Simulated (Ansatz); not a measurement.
**Ti2COS MXene monolayer in a perpendicular field**

Wanted: the out-of-plane response of the Ti2COS MXene monolayer. A positive field points along +c.

Program: Ansatz 0.2.0. Level of theory: plane-wave DFT, PBE-D3(BJ), Ansatz PAW. Results are calculated unless marked as measured.

## (1) Starting point

The cell holds 5 atoms: 1 S, 2 Ti, 1 C and 1 O. Cell: a = 3.100 Å, b = 3.100 Å, c = 41.576 Å, α = 90.0°, β = 90.0°, γ = 120.0°. Vacuum lies along c.

## (2) Relaxing the slab

The starting cell is a guess, so the in-plane lattice and the atoms are relaxed first, with the slab cut off from its images along the normal.

The input, input.yaml:

```yaml
crystal:
  lattice:
    - [3.10024, 0.0, 0.0]
    - [-1.55012, 2.6848865978, 0.0]
    - [0.0, 0.0, 41.5757761196]
  atoms:
    - { symbol: S, position: [0.3333333333, 0.6666666667, 0.4365522834] }
    - { symbol: Ti, position: [0.6666666667, 0.3333333333, 0.4781864768], spin: 1.0 }
    - { symbol: C, position: [0.0, 0.0, 0.5076091892] }
    - { symbol: Ti, position: [0.3333333333, 0.6666666667, 0.5370319017], spin: 1.0 }
    - { symbol: O, position: [0.6666666667, 0.3333333333, 0.5634477166] }
  periodic: [true, true, false]
magnetization:
  spin_polarized: true
kpoints:
  mp_grid: { grid: [12, 12, 1] }
hamiltonian:
  xc: pbe
  dispersion: d3bj
scf:
  occupations: { method: fermi_dirac, width: 0.05 }
  convergence: { dr2_threshold: 1.0e-09 }
relax:
  f_tol: 0.004
  max_steps: 90
  cell: {}
output:
  write_potential: true
  write_density: true
  volumetric_format: npy
```

The run is started by

```sh
ansatz run input.yaml --threads 2 --pin off --max-ram 3072MiB --backend cpu --events-out ev --progress --plain --runs-dir out
```

Numbers of over 12 decimals in the logs are rounded to 6 here.

The program printed:

```text
Warning: relax.cell: scf.convergence.dr2_threshold = 1e-9 eV is looser than the 2.14271018868e-10 eV advised for a relaxation that steers and ends on the stress (1e-10 eV for each atom of the cell: 5, times the square of relax.cell.stress_2d_tol = 0.05 N/m over 15.3 Å (the atoms' height at the walk's start and 5 Å past either face), 3.273e-2 GPa, over a crystal's default 0.05). What an SCF threshold leaves in a stress goes as its square root, and in the free energy as the threshold itself, and one threshold admits the most on a small cell: [figures from the program's tests cut] Set scf.convergence.dr2_threshold to 2.14271018868e-10 eV or tighter. [rest of the remark cut]
Engine: ansatz 0.2.0, x86_64-unknown-linux-gnu
Pseudopotentials: kind: paw
Pseudopotential: S, paw, valence charge 6, recommended cutoff 420 eV (normal), S.paw.azcp
Pseudopotential: Ti, paw, valence charge 12, recommended cutoff 420 eV (normal), Ti.paw.azcp
Pseudopotential: C, paw, valence charge 4, recommended cutoff 420 eV (normal), C.paw.azcp
Pseudopotential: O, paw, valence charge 6, recommended cutoff 420 eV (normal), O.paw.azcp
Functional definition: PBE
  parameter kappa = 0.804
  parameter beta = 0.066725
  exchange = pbe_x(kappa = kappa, mu = beta*pi^2/3)
  correlation = pbe_c(beta = beta)
Crystal: 5 atoms, lattice volume = 346.068 Å³
Basis set: ecut = 420 eV, 6751 PW (Γ), exchange–correlation on 48×48×576 points (8 copies of the dense FFT grid, shifted against one another)
Bands: 26, of which v1, the nominal top of the filled ones, is band 20 counted from 1 (19 counted from 0)
Symmetry: 6 space group operations
Space group: P3m1 (ITA 156), of the structure as read, at distance tolerance 7.0e-5 Å
Magnetic group: BNS 156.49 (UNI 1279), of the structure as read, at distance tolerance 7.0e-5 Å
k-points: 19 of 144 (time reversal used)
Non-local potential: S, projectors of the file, l = 0: 2, l = 1: 2, l = 2: 2
Non-local potential: Ti, projectors of the file, l = 0: 3, l = 1: 2, l = 2: 3, l = 3: 1
Non-local potential: C, projectors of the file, l = 0: 2, l = 1: 2, l = 2: 1
Non-local potential: O, projectors of the file, l = 0: 2, l = 1: 2, l = 2: 1
PAW form: soft (Blöchl's): semilocal exchange-correlation on the pseudo side does not see the compensation charge
PAW one-centre angular grid: S, 110 points (default); XC on 64 Gauss nodes
PAW one-centre angular grid: Ti, 590 points (default); XC on 64 Gauss nodes
PAW one-centre angular grid: C, 110 points (default); XC on 64 Gauss nodes
PAW one-centre angular grid: O, 110 points (default); XC on 64 Gauss nodes
Initial density: superposition of atomic densities (neutral atoms: chi_scale 0, normalization atom)
Starting moments: Σ|m| = 2 μB on 2 of 5 sites
Initial wavefunctions: pseudopotential atomic-orbital guess
Functional: x = pbe(κ = 0.804, μ = 0.219515), c = pbe(β = 0.066725)
SCF iter   1: F=—  HF=-6731.177187 eV  |F-HF|=—  |Δ(HF+E_count)|=         —  Δρ=4.01e-2 (↑4.01e-2 ↓3.10e-2)  dr2=3.32e1  dr2_m=4.84e-1  M=0.727 μB ∫|m|=0.901 μB  β_m=0.30  ethr=3.10e-3  ⟨swp⟩=11.6  Hψ=6877  notcnv=0
Mixer restart at iter 1: flushing history
preconditioner: auto → LDOS  [metal: Δε(μ)=0.025 eV  Ē_g=9.013 eV  σ=0.050 eV  W_gap=0.13  n_scr=24 (ndim 8)  ℏωp=9.8 eV  f_vac=0.783  D(μ)=2.60/eV (n_scr^D=14)]
spin=Collinear: LDOS preconditioning applied to the charge; magnetization (m = ρ↑ − ρ↓) channel mixes plain (no charge-response kernel on spin).
SCF iter   2: F=—  HF=-6726.753689 eV  |F-HF|=—  |Δ(HF+E_count)|=    4.42e0  Δρ=2.07e-2 (↑2.07e-2 ↓1.41e-2)  dr2=7.99e0  dr2_m=2.68e-1  M=0.535 μB ∫|m|=0.774 μB  β_m=0.43  ethr=3.10e-3  ⟨swp⟩=4.9  Hψ=3092  notcnv=0  defer=27
SCF iter   3: F=—  HF=-6725.681673 eV  |F-HF|=—  |Δ(HF+E_count)|=    1.07e0  Δρ=7.04e-3 (↑6.33e-3 ↓7.04e-3)  dr2=1.27e-1  dr2_m=7.73e-2  M=0.244 μB ∫|m|=0.528 μB  β_m=0.61  ethr=3.10e-3  ⟨swp⟩=3.8  Hψ=2751  notcnv=0  defer=28
SCF iter   4: F=—  HF=-6725.911378 eV  |F-HF|=—  |Δ(HF+E_count)|=         —  Δρ=5.09e-3 (↑5.09e-3 ↓2.82e-3)  dr2=5.45e-2  dr2_m=4.31e-2  M=0.034 μB ∫|m|=0.199 μB  β_m=0.61  ethr=3.18e-4  ⟨swp⟩=4.3  Hψ=2587  notcnv=0  defer=30
SCF iter   5: F=—  HF=-6725.899676 eV  |F-HF|=—  |Δ(HF+E_count)|=   1.17e-2  Δρ=1.63e-3 (↑1.63e-3 ↓1.44e-3)  dr2=1.87e-3  dr2_m=6.95e-3  M=0.011 μB ∫|m|=0.117 μB  β_m=0.81  ethr=1.36e-4  ⟨swp⟩=3.3  Hψ=1971  notcnv=0  defer=30
SCF iter   6: F=—  HF=-6725.901509 eV  |F-HF|=—  |Δ(HF+E_count)|=   1.83e-3  Δρ=6.82e-4 (↑6.82e-4 ↓2.60e-4)  dr2=4.81e-3  dr2_m=4.23e-4  M=0.000 μB ∫|m|=0.042 μB  β_m=0.71  ethr=4.69e-6  ⟨swp⟩=4.1  Hψ=2515  notcnv=0  defer=29
SCF iter   7: F=—  HF=-6725.901340 eV  |F-HF|=—  |Δ(HF+E_count)|=   1.69e-4  Δρ=2.61e-4 (↑2.01e-4 ↓2.61e-4)  dr2=4.02e-4  dr2_m=1.47e-4  M=-0.001 μB ∫|m|=0.026 μB  β_m=0.76  ethr=4.69e-6  ⟨swp⟩=3.2  Hψ=1809  notcnv=0  defer=29
SCF iter   8: F=—  HF=-6725.901435 eV  |F-HF|=—  |Δ(HF+E_count)|=   9.46e-5  Δρ=9.03e-5 (↑5.11e-5 ↓9.03e-5)  dr2=3.09e-5  dr2_m=1.16e-5  M=-0.001 μB ∫|m|=0.007 μB  β_m=0.75  ethr=1.00e-6  ⟨swp⟩=3.2  Hψ=1862  notcnv=0  defer=29
SCF iter   9: F=—  HF=-6725.901442 eV  |F-HF|=—  |Δ(HF+E_count)|=   7.01e-6  Δρ=2.30e-5 (↑2.30e-5 ↓1.97e-5)  dr2=4.14e-6  dr2_m=5.97e-7  M=-0.000 μB ∫|m|=0.001 μB  β_m=0.75  ethr=7.73e-8  ⟨swp⟩=3.3  Hψ=2186  notcnv=0  defer=29
SCF iter  10: F=—  HF=-6725.901443 eV  |F-HF|=—  |Δ(HF+E_count)|=   1.24e-6  Δρ=1.11e-5 (↑7.70e-6 ↓1.11e-5)  dr2=1.32e-6  dr2_m=1.13e-7  M=-0.000 μB ∫|m|=0.000 μB  β_m=0.73  ethr=1.03e-8  ⟨swp⟩=2.9  Hψ=1851  notcnv=0  defer=29
SCF iter  11: F=—  HF=-6725.901444 eV  |F-HF|=—  |Δ(HF+E_count)|=   2.80e-7  Δρ=4.06e-6 (↑4.06e-6 ↓3.80e-6)  dr2=1.53e-7  dr2_m=1.83e-8  M=-0.000 μB ∫|m|=0.000 μB  β_m=0.65  ethr=3.31e-9  ⟨swp⟩=3.1  Hψ=2041  notcnv=0  defer=29
SCF iter  12: F=—  HF=-6725.901444 eV  |F-HF|=—  |Δ(HF+E_count)|=   3.64e-8  Δρ=1.64e-6 (↑1.48e-6 ↓1.64e-6)  dr2=1.56e-8  dr2_m=6.10e-9  M=-0.000 μB ∫|m|=0.000 μB  β_m=0.71  ethr=3.84e-10  ⟨swp⟩=3.2  Hψ=2135  notcnv=0  defer=29
SCF iter  13: F=—  HF=-6725.901444 eV  |F-HF|=—  |Δ(HF+E_count)|=   3.33e-8  Δρ=6.61e-7 (↑6.61e-7 ↓5.61e-7)  dr2=4.48e-9  dr2_m=9.82e-10  M=-0.000 μB ∫|m|=0.000 μB  β_m=0.73  ethr=3.90e-11  ⟨swp⟩=3.4  Hψ=2025  notcnv=0  defer=29
SCF iter  14: F=—  HF=-6725.901444 eV  |F-HF|=—  |Δ(HF+E_count)|=   1.04e-8  Δρ=2.50e-7 (↑2.25e-7 ↓2.50e-7)  dr2=1.75e-10  dr2_m=1.38e-10  M=-0.000 μB ∫|m|=0.000 μB  β_m=0.78  ethr=1.12e-11  ⟨swp⟩=2.8  Hψ=1773  notcnv=0  defer=29
[...]
relax step   4: F+E_penalty+E_count = -6726.37280630 eV  Δ(F+E_penalty+E_count) = -1.244e-2 eV  max|allowed force component| = 7.054e-2 eV/Å  Δτ_max = 0.0289 Å  P = -0.085 N/m  Ω = 341.473 Å³  energy of the carried Pulay correction = +1.499e-3 eV  fix = [c, alpha, beta]  reactions: c -0.000 N/m  (10 SCF iters, accepted)
[...]
relax step   5: F+E_penalty+E_count = -6726.37322931 eV  Δ(F+E_penalty+E_count) = -4.230e-4 eV  max|allowed force component| = 2.355e-2 eV/Å  Δτ_max = 0.0041 Å  P = +0.073 N/m  Ω = 340.902 Å³  energy of the carried Pulay correction = +1.687e-3 eV  fix = [c, alpha, beta]  reactions: c +0.000 N/m  (9 SCF iters, accepted)
[...]
relax step   6: F+E_penalty+E_count = -6726.37315345 eV  Δ(F+E_penalty+E_count) = +7.586e-5 eV  max|allowed force component| = 1.549e-2 eV/Å  Δτ_max = 0.0014 Å  P = -0.042 N/m  Ω = 341.194 Å³  energy of the carried Pulay correction = +1.591e-3 eV  fix = [c, alpha, beta]  reactions: c -0.000 N/m  (8 SCF iters, accepted)
[...]
relax step   7: F+E_penalty+E_count = -6726.37319513 eV  Δ(F+E_penalty+E_count) = -4.168e-5 eV  max|allowed force component| = 1.104e-4 eV/Å  Δτ_max = 0.0005 Å  P = -0.002 N/m  Ω = 341.095 Å³  energy of the carried Pulay correction = +1.624e-3 eV  fix = [c, alpha, beta]  reactions: c -0.000 N/m  (7 SCF iters, accepted)
Initial wavefunctions: pseudopotential atomic-orbital guess (no wavefunctions were taken with the density)
iter 1 solved again at ethr=7.85e-8 eV; its pass at ethr=3.10e-3 eV (dr2=3.14e-5 eV) is discarded
SCF iter   1: F=—  HF=-6726.371637 eV  |F-HF|=—  |Δ(HF+E_count)|=         —  Δρ=1.61e-5 (↑1.61e-5 ↓1.61e-5)  dr2=5.65e-7  dr2_m=6.77e-12  M=0.000 μB ∫|m|=0.000 μB  β_m=0.65  ethr=7.85e-8  ⟨swp⟩=6.3  Hψ=11740  notcnv=0
preconditioner: auto → LDOS  [metal: Δε(μ)=0.095 eV  Ē_g=7.970 eV  σ=0.050 eV  W_gap=0.44  n_scr=22 (ndim 8)  ℏωp=9.8 eV  f_vac=0.797  D(μ)=1.12/eV (n_scr^D=10)]
spin=Collinear: LDOS preconditioning applied to the charge; magnetization (m = ρ↑ − ρ↓) channel mixes plain (no charge-response kernel on spin).
SCF iter   2: F=—  HF=-6726.371745 eV  |F-HF|=—  |Δ(HF+E_count)|=   1.08e-4  Δρ=5.58e-6 (↑5.58e-6 ↓5.57e-6)  dr2=1.93e-7  dr2_m=2.58e-12  M=0.000 μB ∫|m|=0.000 μB  β_m=0.53  ethr=1.41e-9  ⟨swp⟩=3.6  Hψ=2340  notcnv=0
SCF iter   3: F=—  HF=-6726.371745 eV  |F-HF|=—  |Δ(HF+E_count)|=   1.28e-7  Δρ=2.58e-6 (↑2.57e-6 ↓2.58e-6)  dr2=3.09e-8  dr2_m=1.53e-12  M=0.000 μB ∫|m|=0.000 μB  β_m=0.61  ethr=4.83e-10  ⟨swp⟩=2.6  Hψ=1551  notcnv=0
SCF iter   4: F=—  HF=-6726.371745 eV  |F-HF|=—  |Δ(HF+E_count)|=   2.24e-8  Δρ=5.64e-7 (↑5.64e-7 ↓5.58e-7)  dr2=8.21e-9  dr2_m=2.85e-13  M=0.000 μB ∫|m|=0.000 μB  β_m=0.56  ethr=7.73e-11  ⟨swp⟩=2.8  Hψ=1720  notcnv=0
SCF iter   5: F=-6726.371745 eV  HF=-6726.371745 eV  |F-HF|=9.45e-9  |Δ(HF+E_count)|=   1.29e-8  Δρ=1.36e-7 (↑1.36e-7 ↓1.33e-7)  dr2=2.43e-10  dr2_m=8.81e-14  M=0.000 μB ∫|m|=0.000 μB  ethr=2.50e-12  ⟨swp⟩=12.4  Hψ=8418  notcnv=0
the starting moments were not kept: the SCF closed with an absolute magnetisation of 7.5e-7 μB, where they sum to 2 μB in size (2 sites). That is at most 0.1 of that sum. Measured as dr2_m measures the in/out step, that magnetisation stands 7.0e-14 eV from none, at or under the dr2_threshold of 1.0e-9 eV: it is no larger than a step whose dr2_m would equal this threshold.
SCF 8 converged in 5 iterations: F = -6726.371745 eV  dr2 = 2.43e-10
relax step   8: F+E_penalty+E_count = -6726.37174506 eV  Δ(F+E_penalty+E_count) = +1.450e-3 eV  max|allowed force component| = 3.397e-4 eV/Å  Δτ_max = 0.0000 Å  P = -0.041 N/m  Ω = 341.095 Å³  fix = [c, alpha, beta]  reactions: c -0.000 N/m  stress off target by 4.11e-2 N/m on what of the cell is left free  SCF on the basis re-selected at this cell (its energy is not comparable with the rows above)  (5 SCF iters)
basis re-selected at this cell: Δ(F+E_penalty+E_count) = +1.450e-3 eV, ΔP = -0.039 N/m vs the last step (what re-selecting the basis moved, of the pressure what is left beyond the Pulay correction that the steps carried, after the strain that the cell walked since its last selection, with what the two solves' SCF thresholds leave and, on support functions, any second-order correction that the steps lacked; it is no m [...]
WARN: The input density's exchange-correlation potential varies sharply where the density is thin. Do not read a vacuum level from v_tot or v_xc, or from such a field of the output density. On a cell that repeats whose density bears no net charge and no dipole along the vacuum's axis use v_es (v_loc + v_h of the components); under efield.dipole_correction with no amplitude use v_es + v_field, which holds any external [...]
SCF converged after 5 iterations
Magnetization: 0.0000 μB (20.0000 up, 20.0000 down)
Absolute magnetization: 0.0000 μB (∫|ρ↑−ρ↓|, with the PAW one-centre terms)
Spin contamination: 0.0000 ħ² per cell (⟨S²⟩ above its minimum at these occupations)
Per-site moments (μB) at R_I (Å): [(-1.0970308108562213e-7, 0.986442), (1.7220649491604037e-7, 0.881290), (-1.584040349421385e-7, 0.881290), (8.556930251414708e-8, 0.818487), (8.395820019153e-10, 0.818487)]
Free energy (F): -6726.371745 eV
Harris-Foulkes:  -6726.371745 eV  (|F-HF|=9.45e-9)
Internal energy: -6726.362790 eV  (E = F + TS)
E sigma→0 (E₀):  -6726.367268 eV
Entropy (-TS):   -0.008955 eV (-1.791 meV/atom)
Fermi energy:    -5.785931 eV
--- Per-component energies (eV) ---
  E_band       = -1004.915023
  E_kinetic    = 918.008703
  E_local      = -150162.976871  (includes V_loc(G=0)·N_el)
  E_nonlocal   = 113.299976
  E_hartree    = 74500.112729
  E_xc         = -417.214587
  E_vxc        = -489.513302  (∫ρ·V_xc dr)
  E_paw        = -2949.433661  (= ΣΔE_a)
  E_vpaw       = -383.962111  (= ΣTr[D̂ρ^β])
  E_aug_tail   = 0.002750  (compensation charges beyond the density's cutoff)
  E_ewald      = 71273.307415
  E_disp       = -1.469245  (pairwise vdW)
  E_smearing   = -0.008955  (= −TS)
  E_closure    = 0.000000  (closes the sum)
  Σ components = -6726.371745   (vs F -6726.371745, Δ=0.00e0)
--- Forces (eV/Å), atoms counted from 1 ---
  atom   1  S      0.00000000    -0.00000000     0.00007234
  atom   2  Ti     0.00000000     0.00000000    -0.00008948
  atom   3  C      0.00000000    -0.00000000     0.00009347
  atom   4  Ti    -0.00000000     0.00000000     0.00026783
  atom   5  O      0.00000000     0.00000000    -0.00033857
  max |Σ_I F_I| component: 5.59e-6 eV/Å
--- 2D stress c σ (N/m, compression-positive) ---
       -0.041147       0.000000       0.000000
        0.000000      -0.041147       0.000000
        0.000000       0.000000      -0.000000
  P = ½ c Tr σ = -0.0411 N/m
--- Band table (eV; the first three rows and the last of 38) ---
  k-point 0 ↑: bands = [... 16 lower, -7.6739, -7.0352, -5.1526, -5.1526, -4.8224, -4.8224, -4.5797, -4.0125, ... 2 higher]
  k-point 1 ↑: bands = [... 16 lower, -7.6828, -6.8561, -5.8600, -5.5801, -4.9931, -4.5365, -4.2188, -3.9127, ... 2 higher]
  k-point 2 ↑: bands = [... 16 lower, -7.7384, -7.3306, -6.6141, -6.0202, -5.2949, -4.4309, -3.9954, -3.7427, ... 2 higher]
  k-point 18 ↓: bands = [... 16 lower, -9.3556, -8.6233, -8.4056, -8.1220, -4.5034, -4.3168, -3.4160, -3.1686, ... 2 higher]
  the weakly bound empty levels are not read free of the cell's end (no_gap_told)
--- Relaxed structure (7 steps of the walk, 7 accepted, 1 SCFs on fresh bases) ---
  F+E_penalty+E_count = -6726.37174506 eV   max|allowed force component| = 3.397e-4 eV/Å   (the final SCF, on the basis selected at the relaxed cell)
  cell:  # Å, volume = 341.0948 Å³
    - [3.077883, -8.273821433021926e-19, 0]
    - [-1.538941, 2.665525, 0]
    - [0, 0, 41.5757761196]
  atoms:
    - { symbol: S, position: [0.333333, 0.666667, 0.439725] }
    - { symbol: Ti, position: [0.666667, 0.333333, 0.478215] }
    - { symbol: C, position: [4.3025479687444e-19, 0, 0.506742] }
    - { symbol: Ti, position: [0.333333, 0.666667, 0.538456] }
    - { symbol: O, position: [0.666667, 0.333333, 0.559689] }
```

Elapsed: 2.3 min, on 2 threads of Intel Xeon 6975P-C (Granite Rapids), shared host; peak memory 0.82 GiB; 4.3 min of CPU time.

Relaxation path:

| step | energy less that of the first step (eV) | largest force component (eV/Å) | volume (Å³) |
| --- | --- | --- | --- |
| 1 | 0.0000 | 3.3445 | 346.07 |
| 2 | -0.4481 | 0.8991 | 345.20 |
| 3 | -0.4589 | 0.5169 | 337.95 |
| 4 | -0.4714 | 0.0705 | 341.47 |
| 5 | -0.4718 | 0.0235 | 340.90 |
| 6 | -0.4717 | 0.0155 | 341.19 |
| 7 | -0.4718 | 0.0001 | 341.09 |
| 8* | -0.4703 | 0.0003 | 341.09 |

Relaxation steps marked * repeat the geometry before them on a plane-wave basis chosen anew for their cell, so energy and pressure can jump there.

Forces are held to the 6 operations that the run works with; a distortion that breaks them can't arise in this run.

| cell as run | before | after | change |
| --- | --- | --- | --- |
| a (Å) | 3.100 | 3.078 | -0.7 % |
| b (Å) | 3.100 | 3.078 | -0.7 % |

The atoms that moved most (Å, along periodic axes as changes of fractional coordinates times the final cell, across vacuum about the mean position):

| atom | dx | dy | dz | length |
| --- | --- | --- | --- | --- |
| O5 | 0.000 | 0.000 | -0.156 | 0.156 |
| S1 | 0.000 | 0.000 | 0.132 | 0.132 |
| Ti4 | 0.000 | 0.000 | 0.059 | 0.059 |
| C3 | 0.000 | 0.000 | -0.036 | 0.036 |

The relaxed structure:

```xyz
5
Lattice="3.0779 0.0000 0.0000 -1.5389 2.6655 0.0000 0.0000 0.0000 41.5758" Properties=species:S:1:pos:R:3
S     0.0000    1.7770   18.2819
Ti    1.5389    0.8885   19.8822
C     0.0000    0.0000   21.0682
Ti    0.0000    1.7770   22.3867
O     1.5389    0.8885   23.2695
```

This step gave:

```yaml
energy_at_zero_smearing: -6726.3673 eV
```

The lattice constant a goes from 3.100 to 3.078 Å.

(Continued in part 2 of 2.)

[Logs are printed without paths, hosts, clocks, repeated set-up lines and the standing remarks that a program may print on its own settings, such as how far it seeks lower states.]

[Hosts, paths, dates, database ids (printed as entryN), source tags and the programs' standing remarks are cut or masked in the printed files.]

[Maps of the electrostatic potential energy from Ansatz leave out the sawtooth potential of an applied field or a dipole correction, so their vacuum need not be flat; planar profiles and work functions include it.]
